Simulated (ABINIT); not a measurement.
A run of ABINIT 10.8.3 (patched build) is set up as follows.

File run.abi:

```
# Pseudopotentials
pp_dirpath "./"
pseudos "Pt.LDA_PW-JTH.xml, S.LDA_PW-JTH.xml"

# Structure
acell 3.5432 3.5432 5.0388 Angstrom
rprim
     1.0000000000     0.0000000000     0.0000000000
    -0.5000000000     0.8660254038     0.0000000000
     0.0000000000     0.0000000000     1.0000000000
ntypat 2
znucl 78 16
natom 3
typat 1 2 2
xred
     0.0000000000     0.0000000000     0.0000000000
     0.6666666667     0.3333333333     0.7730000000
     0.3333333333     0.6666666667     0.2270000000

# Plane-wave basis
ecut 20.0
pawecutdg 40.0

# k points
kptopt 1
ngkpt 7 7 4
nshiftk 1
shiftk 0.0 0.0 0.0

# Exchange and correlation
ixc 7

# Bands and occupations
nband 15
occopt 3
tsmear 0.00183747

# SCF cycle
nstep 100
tolvrs 1.0e-9

# Output
iomode 3
prtwf 0
prtden 0
prteig 0
prtebands 0
enunit 1
```

Potentials or basis: JTH PAW LDA v2.0.

Launch:

```sh
$ abinit run.abi > log 2>&1
```

Task: Predict the band gap on the k mesh.

Result: 0.68 eV, indirect (least direct gap 0.86 eV).

Task: Estimate the largest force.

Result: 0.877 eV/Å.

Task: Predict the pressure.

Result: 4.0 GPa.

Stress tensor (GPa, compression positive):
```
4.14 0.00 0.00
0.00 4.14 0.00
0.00 0.00 3.64
```

Caveat: spin-orbit coupling is left out, which moves the levels of the heavy elements; an odd mesh through Γ misses points on the zone boundary, where band edges often lie.
